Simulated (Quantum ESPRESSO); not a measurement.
Pd:

```xyz
1
Lattice="0.0000 1.9465 1.9465 1.9465 0.0000 1.9465 1.9465 1.9465 0.0000" Properties=species:S:1:pos:R:3 pbc="T T T"
Pd    0.0000    0.0000    0.0000
```

Base run:

| Quantity | Value |
| --- | --- |
| Program | Quantum ESPRESSO 7.5 |
| Functional | WC |
| Potentials or basis | SG15 PBE 1.2 |
| Cutoff | 952 eV |
| Density cutoff | 3810 eV |
| k mesh | 12 × 12 × 12 |
| Occupations | fermi-dirac, width 0.05 eV |
| Spin | no spin polarisation |

Its results: band gap on the k mesh none (metal or under the smearing width); pressure -1.7 GPa.

Question: After a change of settings the same cell gave: band gap on the k mesh none (metal or under the smearing width); pressure 6.3 GPa. Which change was it?
A. functional from WC to RPBE
B. functional from WC to LDA
C. functional from WC to PBEsol
D. functional from WC to optB88-vdW

Answer: D.

Caveats: the potentials were made for another functional, which shifts forces and pressure.
